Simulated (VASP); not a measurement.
# Ca (P6_3/mmc) in VASP: further runs

One crystal, Ca, is run at these levels: PBE, r2SCAN; tasks: equation of state, phonons.

Program: VASP 6.6.1. These are calculated values, not measurements. Logs are shortened: lines on timing, memory, paths and dates and some standing lists are left out, and cuts for length are marked.

### Step 1. Starting point

It takes space group P6_3/mmc (No. 194, hexagonal). Conventional cell: a = 3.980 Å, b = 3.980 Å, c = 6.520 Å, α = 90.00°, β = 90.00°, γ = 120.00°. Ca (site symmetry -6m2) is surrounded by 12 Ca at 3.98 to 3.99 Å.

This isn't the form of Ca at room conditions, which is fcc.

### Step 2. Equation of state, PBE, 43.38 Å³/atom

The input, INCAR:

```
SYSTEM = Ca
ADDGRID  = .False.      
ALGO     = Normal         ! electronic algorithm
EDIFF    = 1E-8           ! SCF threshold, eV
ENCUT    = 900            ! plane-wave cutoff, eV
GGA      = PE             ! functional
ISIF     = 2              ! what is computed and relaxed
ISMEAR   = 1              ! smearing method
LASPH    = .True.         ! aspherical terms in the spheres
LCHARG   = .False.        ! write CHGCAR
LREAL    = .False.        ! projectors in reciprocal space
LWAVE    = .False.        ! write WAVECAR
NELM     = 100            ! most SCF steps
PREC     = Accurate       ! precision mode
SIGMA    = 0.1            ! smearing width, eV
```

The input, KPOINTS:

```
k-points
0
Gamma
  19 19 10
  0 0 0
```

The input, POSCAR:

```
Ca
1.0
    3.9397952310      0.0000000000      0.0000000000
   -1.9698976155      3.4119627558      0.0000000000
    0.0000000000      0.0000000000      6.4541369111
Ca
2
Direct
    0.6666666667      0.3333333333      0.7500000000
    0.3333333333      0.6666666667      0.2500000000
```

Potentials or basis: VASP PAW PBE potentials, release 64 (Ca_sv).

Started as:

```
cat potpaw_PBE.64/Ca_sv/POTCAR > POTCAR
mpirun -np 1 vasp_std > vasp.out
```

OUTCAR:

```text
SYSTEM = Ca
   EDIFF = 1E-8
   ENCUT = 900
   GGA = PE
   ISIF = 2
   ISMEAR = 1
   LASPH = .True.
   LREAL = .False.
   NELM = 100
   PREC = Accurate

 ion  position               nearest neighbor table
   1  0.667  0.333  0.750-
   2  0.333  0.667  0.250-

  LATTYP: Found a hexagonal cell.
 ALAT       =     3.9397952310
 C/A-ratio  =     1.6381909548

  Lattice vectors:

 A1 = (   3.9397952310,   0.0000000000,   0.0000000000)
 A2 = (  -1.9698976155,   3.4119627558,   0.0000000000)
 A3 = (   0.0000000000,   0.0000000000,   6.4541369111)

Analysis of symmetry for initial positions (statically):
=====================================================================
 Subroutine PRICEL returns:
 Original cell was already a primitive cell.

 Routine SETGRP: Setting up the symmetry group for a
 hexagonal supercell.

 Subroutine GETGRP returns: Found 24 space group operations
 (whereof 12 operations were pure point group operations)
 out of a pool of 24 trial point group operations.

The static configuration has the point symmetry D_3d.
 The point group associated with its full space group is D_6h.

Analysis of symmetry for dynamics (positions and initial velocities):
=====================================================================
 Subroutine PRICEL returns:
 Original cell was already a primitive cell.

 Routine SETGRP: Setting up the symmetry group for a
 hexagonal supercell.

 Subroutine GETGRP returns: Found 24 space group operations
 (whereof 12 operations were pure point group operations)
 out of a pool of 24 trial point group operations.

The dynamic configuration has the point symmetry D_3d.
 The point group associated with its full space group is D_6h.

 Subroutine INISYM returns: Found 24 space group operations
 (whereof 12 operations are pure point group operations),
 and found     1 'primitive' translations

----------------------------------------------------------------------------------------

                                     Primitive cell

  volume of cell :      86.7593

  direct lattice vectors                    reciprocal lattice vectors
     3.939795231  0.000000000  0.000000000     0.253820298  0.146543217  0.000000000
    -1.969897616  3.411962756  0.000000000     0.000000000  0.293086435  0.000000000
     0.000000000  0.000000000  6.454136911     0.000000000  0.000000000  0.154939384

  length of vectors
     3.939795231  3.939795231  6.454136911     0.293086435  0.293086435  0.154939384

  position of ions in fractional coordinates (direct lattice)
     0.666666667  0.333333333  0.750000000
     0.333333333  0.666666667  0.250000000

[... 90 lines left out ...]
   EFERMI =   0.00;   METHOD = LEGACY
   ISMEAR =     1;   SIGMA  =   0.10  broadening in eV -4-tet -1-fermi 0-gaus
   EFERMI_NEDOS =   21; number of points for ismear=-14 and -15
   IALGO  =     38    algorithm
   IMIX   =      4    mixing-type and parameters
     AMIX     =   0.40;   BMIX     =  1.00
     AMIX_MAG =   1.60;   BMIX_MAG =  1.00
  volume/ion in A,a.u.               =      43.38       292.74
  Fermi-wavevector in a.u.,A,eV,Ry     =   1.003798  1.896902 13.709360  1.007610
  Thomas-Fermi vector in A             =   2.136372
   LORBIT       =      0    0 simple, 1 ext, 2 COOP (PROOUT), +10 PAW based schemes
   GGA     = PE    functional components
   LHFCALC =     F    Hartree Fock is set to
   AEXX    =    0.0000 exact exchange contribution
   IVDW    =     0    specifies the selected vdW correction
   LEPSILON=     F    determine dielectric tensor
   LRPA    =     F    only Hartree local field effects (RPA)
 non-spin polarized calculation
 Methfessel and Paxton  Order N= 1 SIGMA  =   0.10
  energy-cutoff  :      900.00
  volume of cell :       86.76
 maximum number of plane-waves:      5360
 NGX is ok and might be reduce to    40

 number of electron      20.0000000 magnetization

 Free energy of the ion-electron system (eV)
  ---------------------------------------------------
  ext. energy  EPLUGINS =         0.00000000
  ---------------------------------------------------
  free energy    TOTEN  =        -3.84898300 eV

  energy without entropy =       -3.85031119  energy(sigma->0) =       -3.84942573

 E-fermi :   1.9354     XC(G=0):  -7.6500

 val. band max:        1.9318453361   @ k =   0.1053   0.0526   0.1000
 cond. band min:       1.9356552123   @ k =   0.3158   0.3158   0.5000
 fundamental gap:      0.0038098762
 Fermi energy:         1.9354376112

 k-point     1 :       0.0000    0.0000    0.0000
  band No.  band energies     occupation
      1     -40.2190      2.00000
      2     -40.2073      2.00000
      3     -21.2577      2.00000
      4     -21.1597      2.00000
      5     -21.1597      2.00000
      6     -21.1426      2.00000
      7     -21.1426      2.00000
      8     -21.1340      2.00000
      9      -2.1261      2.00000
     10       0.8582      2.00000
     11       1.6599      2.00069
     12       4.1263      0.00000
     13       4.1411      0.00000
     14       4.1411      0.00000
[... 377 lines left out ...]
      1     -40.2089      2.00000
      2     -40.2034      2.00000
      3     -21.2385      2.00000
      4     -21.2230      2.00000
      5     -21.2136      2.00000
      6     -21.1878      2.00000
      7     -21.1635      2.00000
      8     -21.1558      2.00000
      9      -0.1791      2.00000
     10       2.0154      0.02029
     11       2.1745     -0.00373
     12       2.2309     -0.00024
     13       3.5345     -0.00000
     14       3.5972     -0.00000

 [... further k-points ...]

------------------------ aborting loop because EDIFF is reached ----------------------------------------

  FORCE on cell =-STRESS in cart. coord.  units (eV):
  Direction    XX          YY          ZZ          XY          YZ          ZX
  --------------------------------------------------------------------------------------
  -------------------------------------------------------------------------------------
  Total       -0.2441429     -0.2441429     -0.0864624      0.0000000      0.0000000      0.0000000
  in kB       -4.5085675     -4.5085675     -1.5966935      0.0000000      0.0000000      0.0000000
  external PRESSURE =      -3.5379428 kB  Pullay stress =       0.0000000 kB

 VOLUME and BASIS-vectors are now :
 -----------------------------------------------------------------------------
  energy-cutoff  :      900.00
  volume of cell :       86.76
      direct lattice vectors                 reciprocal lattice vectors
     3.939795231  0.000000000  0.000000000     0.253820298  0.146543217  0.000000000
    -1.969897616  3.411962756  0.000000000     0.000000000  0.293086435  0.000000000
     0.000000000  0.000000000  6.454136911     0.000000000  0.000000000  0.154939384

 POSITION                                       TOTAL-FORCE (eV/Angst)
 -----------------------------------------------------------------------------------
      1.96990      1.13732      4.84060         0.000000      0.000000      0.000000
     -0.00000      2.27464      1.61353         0.000000     -0.000000      0.000000
 -----------------------------------------------------------------------------------
    total drift:                               -0.000000      0.000000      0.000000

  FREE ENERGIE OF THE ION-ELECTRON SYSTEM (eV)
  ---------------------------------------------------
  free  energy   TOTEN  =        -3.8489830003 eV

  energy  without entropy=       -3.8503111946  energy(sigma->0) =       -3.84942573
```

OSZICAR:

```text
N       E                     dE             d eps       ncg     rms          rms(c)
DAV:   1     0.217907184394E+03    0.21791E+03   -0.12926E+04  6720   0.191E+03
DAV:   2     0.726113620856E+01   -0.21065E+03   -0.20888E+03  7080   0.437E+02
DAV:   3    -0.316143458759E+01   -0.10423E+02   -0.10342E+02 13020   0.770E+01
DAV:   4    -0.383805594297E+01   -0.67662E+00   -0.67551E+00  9600   0.172E+01
DAV:   5    -0.386636904455E+01   -0.28313E-01   -0.28312E-01 10788   0.244E+00    0.310E+00
DAV:   6    -0.385260226877E+01    0.13767E-01   -0.30286E-02  9042   0.192E+00    0.188E+00
DAV:   7    -0.384967842288E+01    0.29238E-02   -0.34248E-02  8130   0.235E+00    0.130E-01
DAV:   8    -0.384893410850E+01    0.74431E-03   -0.32924E-03  8622   0.586E-01    0.298E-02
DAV:   9    -0.384898304791E+01   -0.48939E-04   -0.33280E-04 12898   0.940E-02    0.143E-02
DAV:  10    -0.384898571836E+01   -0.26704E-05   -0.52288E-05  8652   0.780E-02    0.137E-02
DAV:  11    -0.384898291907E+01    0.27993E-05   -0.47483E-06 10416   0.268E-02    0.333E-03
DAV:  12    -0.384898281749E+01    0.10157E-06   -0.15572E-07 12242   0.307E-03    0.127E-03
DAV:  13    -0.384898300801E+01   -0.19052E-06   -0.49818E-08  7206   0.211E-03    0.220E-04
DAV:  14    -0.384898300025E+01    0.77632E-08   -0.47001E-09  6132   0.713E-04
   1 F= -.38489830E+01 E0= -.38494257E+01  d E =0.132819E-02
```

Wall time 6 min (1 thread of Intel Xeon 6975P-C (Granite Rapids), shared host); peak memory 0.74 GiB.

What came out:

```yaml
Free_energy: -3.8490 eV
Pressure: -0.4 GPa
Band_gap_on_the_k_mesh: none (metal or under the smearing width)
```

### Step 3. Equation of state, PBE, 46.06 Å³/atom

INCAR is that of step 2.

KPOINTS is that of step 2.

The input, POSCAR:

```
Ca
1.0
    4.0194085035      0.0000000000      0.0000000000
   -2.0097042518      3.4809098723      0.0000000000
    0.0000000000      0.0000000000      6.5845586540
Ca
2
Direct
    0.6666666667      0.3333333333      0.7500000000
    0.3333333333      0.6666666667      0.2500000000
```

Potentials or basis: VASP PAW PBE potentials, release 64 (Ca_sv).

Started as:

```
cat potpaw_PBE.64/Ca_sv/POTCAR > POTCAR
mpirun -np 1 vasp_std > vasp.out
```

It took 5.3 min on 1 thread of Intel Xeon 6975P-C (Granite Rapids), shared host; peak memory 0.78 GiB.

Results (log left out):

| Property | Result |
| --- | --- |
| Free energy | -3.8219 eV |
| Pressure | -1.2 GPa |
| Band gap on the k mesh | none (metal or under the smearing width) |

### Step 4. Equation of state, PBE, 43.38 Å³/atom

Edit INCAR of step 3 so:

```diff
@@ -3,4 +3,4 @@
 ALGO     = Normal         ! electronic algorithm
-EDIFF    = 1E-8           ! SCF threshold, eV
-ENCUT    = 900            ! plane-wave cutoff, eV
+EDIFF    = 1E-6           ! SCF threshold, eV
+ENCUT    = 220            ! plane-wave cutoff, eV
 GGA      = PE             ! functional
```

The input, KPOINTS:

```
k-points
0
Gamma
  4 4 2
  0 0 0
```

The input, POSCAR:

```
Ca
1.0
    3.9397952310      0.0000000000      0.0000000000
   -1.9698976155      3.4119627558      0.0000000000
    0.0000000000      0.0000000000      6.4541369111
Ca
2
Direct
    0.6666666667      0.3333333333      0.7500000000
    0.3333333333      0.6666666667      0.2500000000
```

Started as:

```
cat potpaw_PBE.64/Ca_sv/POTCAR > POTCAR
mpirun -np 1 vasp_std > vasp.out
```

Run time: 2.6 s. Hardware: 1 thread of Intel Xeon 6975P-C (Granite Rapids), shared host; peak memory 0.12 GiB.

The run converged, but a check on its numbers failed (symmetry, net force, bounds or a known fault of this set-up), so they aren't taken as properties of the crystal.

Caveat: the k mesh is coarse (spacing up to 0.49 Å⁻¹), so the values aren't converged; the cutoff lies under the usual one of these potentials, so the numbers hold a large basis-set error.

### Step 5. Equation of state, PBE, 46.06 Å³/atom

INCAR is that of step 4.

KPOINTS is that of step 4.

The input, POSCAR:

```
Ca
1.0
    4.0194085035      0.0000000000      0.0000000000
   -2.0097042518      3.4809098723      0.0000000000
    0.0000000000      0.0000000000      6.5845586540
Ca
2
Direct
    0.6666666667      0.3333333333      0.7500000000
    0.3333333333      0.6666666667      0.2500000000
```

Started as:

```
cat potpaw_PBE.64/Ca_sv/POTCAR > POTCAR
mpirun -np 1 vasp_std > vasp.out
```

It took 2.8 s on 1 thread of Intel Xeon 6975P-C (Granite Rapids), shared host; peak memory 0.12 GiB.

The run converged, but a check on its numbers failed (symmetry, net force, bounds or a known fault of this set-up), so they aren't taken as properties of the crystal.

Caveat: the k mesh is coarse (spacing up to 0.48 Å⁻¹), so the values aren't converged; the cutoff lies under the usual one of these potentials, so the numbers hold a large basis-set error.

### Step 6. Equation of state, PBE, 43.38 Å³/atom

Edit INCAR of step 5 so:

```diff
@@ -4,3 +4,3 @@
 EDIFF    = 1E-6           ! SCF threshold, eV
-ENCUT    = 220            ! plane-wave cutoff, eV
+ENCUT    = 340            ! plane-wave cutoff, eV
 GGA      = PE             ! functional
```

KPOINTS is that of step 5.

The input, POSCAR:

```
Ca
1.0
    3.9397952310      0.0000000000      0.0000000000
   -1.9698976155      3.4119627558      0.0000000000
    0.0000000000      0.0000000000      6.4541369111
Ca
2
Direct
    0.6666666667      0.3333333333      0.7500000000
    0.3333333333      0.6666666667      0.2500000000
```

Potentials or basis: VASP PAW PBE potentials, release 64 (Ca_sv).

Started as:

```
cat potpaw_PBE.64/Ca_sv/POTCAR > POTCAR
mpirun -np 1 vasp_std > vasp.out
```

It took 3.4 s on 1 thread of Intel Xeon 6975P-C (Granite Rapids), shared host; peak memory 0.14 GiB.

The run converged, but some of its settings lie outside the range that counts as converged, so its numbers aren't taken as properties of the crystal.

What came out:

* Free energy: -3.8702 eV
* Pressure: -0.4 GPa
* Band gap on the k mesh: none (metal or under the smearing width)

Caveat: the k mesh is coarse (spacing up to 0.49 Å⁻¹), so the values aren't converged.

### Step 7. Equation of state, PBE, 46.06 Å³/atom

INCAR is that of step 6.

KPOINTS is that of step 6.

The input, POSCAR:

```
Ca
1.0
    4.0194085035      0.0000000000      0.0000000000
   -2.0097042518      3.4809098723      0.0000000000
    0.0000000000      0.0000000000      6.5845586540
Ca
2
Direct
    0.6666666667      0.3333333333      0.7500000000
    0.3333333333      0.6666666667      0.2500000000
```

Started as:

```
cat potpaw_PBE.64/Ca_sv/POTCAR > POTCAR
mpirun -np 1 vasp_std > vasp.out
```

It took 3.7 s on 1 thread of Intel Xeon 6975P-C (Granite Rapids), shared host; peak memory 0.15 GiB.

These settings aren't checked as converged: the numbers below hold their error.

What came out:

```
Free energy            : -3.8438 eV
Pressure               : -1.3 GPa
Band gap on the k mesh : none (metal or under the smearing width)
```

Caveat: the k mesh is coarse (spacing up to 0.48 Å⁻¹), so the values aren't converged.

### Step 8. Equation of state, PBE, 43.38 Å³/atom

Edit INCAR of step 7 so:

```diff
@@ -4,3 +4,3 @@
 EDIFF    = 1E-6           ! SCF threshold, eV
-ENCUT    = 340            ! plane-wave cutoff, eV
+ENCUT    = 400            ! plane-wave cutoff, eV
 GGA      = PE             ! functional
```

KPOINTS is that of step 7.

The input, POSCAR:

```
Ca
1.0
    3.9397952310      0.0000000000      0.0000000000
   -1.9698976155      3.4119627558      0.0000000000
    0.0000000000      0.0000000000      6.4541369111
Ca
2
Direct
    0.6666666667      0.3333333333      0.7500000000
    0.3333333333      0.6666666667      0.2500000000
```

Started as:

```
cat potpaw_PBE.64/Ca_sv/POTCAR > POTCAR
mpirun -np 1 vasp_std > vasp.out
```

It took 5.1 s on 1 thread of Intel Xeon 6975P-C (Granite Rapids), shared host; peak memory 0.17 GiB.

These settings aren't checked as converged: the numbers below hold their error.

What came out:

```yaml
Free_energy: -3.8645 eV
Pressure: -0.4 GPa
Band_gap_on_the_k_mesh: none (metal or under the smearing width)
```

Caveat: the k mesh is coarse (spacing up to 0.49 Å⁻¹), so the values aren't converged.

### Step 9. Equation of state, PBE, 46.06 Å³/atom

INCAR is that of step 8.

KPOINTS is that of step 8.

The input, POSCAR:

```
Ca
1.0
    4.0194085035      0.0000000000      0.0000000000
   -2.0097042518      3.4809098723      0.0000000000
    0.0000000000      0.0000000000      6.5845586540
Ca
2
Direct
    0.6666666667      0.3333333333      0.7500000000
    0.3333333333      0.6666666667      0.2500000000
```

Potentials or basis: VASP PAW PBE potentials, release 64 (Ca_sv).

Started as:

```
cat potpaw_PBE.64/Ca_sv/POTCAR > POTCAR
mpirun -np 1 vasp_std > vasp.out
```

Wall time 5.3 s (1 thread of Intel Xeon 6975P-C (Granite Rapids), shared host); peak memory 0.17 GiB.

The run converged, but some of its settings lie outside the range that counts as converged, so its numbers aren't taken as properties of the crystal.

What came out:

| Quantity | Value |
| --- | --- |
| Free energy | -3.8381 eV |
| Pressure | -1.2 GPa |
| Band gap on the k mesh | none (metal or under the smearing width) |

Caveat: the k mesh is coarse (spacing up to 0.48 Å⁻¹), so the values aren't converged.

### Step 10. Equation of state, PBE, 43.38 Å³/atom

Edit INCAR of step 9 so:

```diff
@@ -4,3 +4,3 @@
 EDIFF    = 1E-6           ! SCF threshold, eV
-ENCUT    = 400            ! plane-wave cutoff, eV
+ENCUT    = 460            ! plane-wave cutoff, eV
 GGA      = PE             ! functional
```

KPOINTS is that of step 9.

The input, POSCAR:

```
Ca
1.0
    3.9397952310      0.0000000000      0.0000000000
   -1.9698976155      3.4119627558      0.0000000000
    0.0000000000      0.0000000000      6.4541369111
Ca
2
Direct
    0.6666666667      0.3333333333      0.7500000000
    0.3333333333      0.6666666667      0.2500000000
```

Started as:

```
cat potpaw_PBE.64/Ca_sv/POTCAR > POTCAR
mpirun -np 1 vasp_std > vasp.out
```

Wall time 5.5 s (1 thread of Intel Xeon 6975P-C (Granite Rapids), shared host); peak memory 0.17 GiB.

The run converged, but some of its settings lie outside the range that counts as converged, so its numbers aren't taken as properties of the crystal.

What came out:

- Free energy: -3.8629 eV
- Pressure: -0.3 GPa
- Band gap on the k mesh: none (metal or under the smearing width)

Caveat: the k mesh is coarse (spacing up to 0.49 Å⁻¹), so the values aren't converged.

### Step 11. Equation of state, PBE, 46.06 Å³/atom

INCAR is that of step 10.

KPOINTS is that of step 10.

The input, POSCAR:

```
Ca
1.0
    4.0194085035      0.0000000000      0.0000000000
   -2.0097042518      3.4809098723      0.0000000000
    0.0000000000      0.0000000000      6.5845586540
Ca
2
Direct
    0.6666666667      0.3333333333      0.7500000000
    0.3333333333      0.6666666667      0.2500000000
```

Started as:

```
cat potpaw_PBE.64/Ca_sv/POTCAR > POTCAR
mpirun -np 1 vasp_std > vasp.out
```

Wall time 5.6 s (1 thread of Intel Xeon 6975P-C (Granite Rapids), shared host); peak memory 0.18 GiB.

The run converged, but some of its settings lie outside the range that counts as converged, so its numbers aren't taken as properties of the crystal.

What came out:

- Free energy: -3.8364 eV
- Pressure: -1.2 GPa
- Band gap on the k mesh: none (metal or under the smearing width)

Caveat: the k mesh is coarse (spacing up to 0.48 Å⁻¹), so the values aren't converged.

(Continued in part 2 of 8.)
